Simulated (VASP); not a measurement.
Crystal: TaC.

```xyz
2
Lattice="0.0000 2.2230 2.2230 2.2230 0.0000 2.2230 2.2230 2.2230 0.0000" Properties=species:S:1:pos:R:3 pbc="T T T"
Ta    0.0000    0.0000    0.0000
C     2.2230    2.2230    2.2230
```

```yaml
Program: VASP 6.6.1
Task: relaxation of cell and atoms
Functional: RPBE
Potentials_or_basis: VASP PAW PBE potentials, release 64 (Ta_pv, C)
Cutoff: 600 eV
k_mesh: 14 × 14 × 14
Occupations: methfessel-paxton, width 0.1 eV
Spin: no spin polarisation
```

At the start: pressure 11.6 GPa; volume 10.99 Å³/atom.

How do energy, volume and symmetry change on relaxing?

Over 4 steps the energy falls by 13.5 meV/atom and the volume is 11.37 Å³/atom (+3.5 %); space group Fm-3m (No. 225, to 0.05 Å).

The path:
| step | energy change (eV) | largest force (eV/Å) | pressure (GPa) | volume (Å³) |
| --- | --- | --- | --- | --- |
| 1 | 0.0000 | 0.0000 | 11.61 | 21.97 |
| 2 | 0.1018 | 0.0000 | -20.74 | 24.60 |
| 3 | -0.0271 | 0.0000 | -0.28 | 22.76 |
| 4 | -0.0271 | 0.0000 | -0.03 | 22.74 |

Final structure:
```
CELL_PARAMETERS angstrom
0.00000 2.24879 2.24879
2.24879 0.00000 2.24879
2.24879 2.24879 0.00000
ATOMIC_POSITIONS crystal
Ta 0.00000 0.00000 0.00000
C 0.50000 0.50000 0.50000
```

Caveat: the PAW data sets were made with another functional, which shifts forces and pressure a little.
